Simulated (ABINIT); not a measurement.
The system is Au.

```xyz
1
Lattice="0.0000 2.0350 2.0350 2.0350 0.0000 2.0350 2.0350 2.0350 0.0000" Properties=species:S:1:pos:R:3 pbc="T T T"
Au    0.0000    0.0000    0.0000
```

Base run:

| Item | Value |
| --- | --- |
| Program | ABINIT 10.8.3 (patched build) |
| Functional | RPBE |
| Potentials or basis | PseudoDojo NC SR PBE v0.4.1 standard |
| Cutoff | 1034 eV |
| k mesh | 11 × 11 × 11 |
| Occupations | fermi-dirac, width 0.05 eV |
| Spin | no spin polarisation |

Its results: band gap on the k mesh none (metal or under the smearing width); pressure 14.3 GPa.

**Question.** The run is repeated on the same cell with these changes: functional from RPBE to PBE. What comes out?

**Answer.** Band gap on the k mesh none (metal or under the smearing width); pressure 10.3 GPa.

PBE binds more tightly than RPBE, so the same cell stands under less pressure.

Caveats: spin-orbit coupling is left out, which moves the levels of the heavy elements; the potentials were made for another functional, which shifts forces and pressure (some runs).
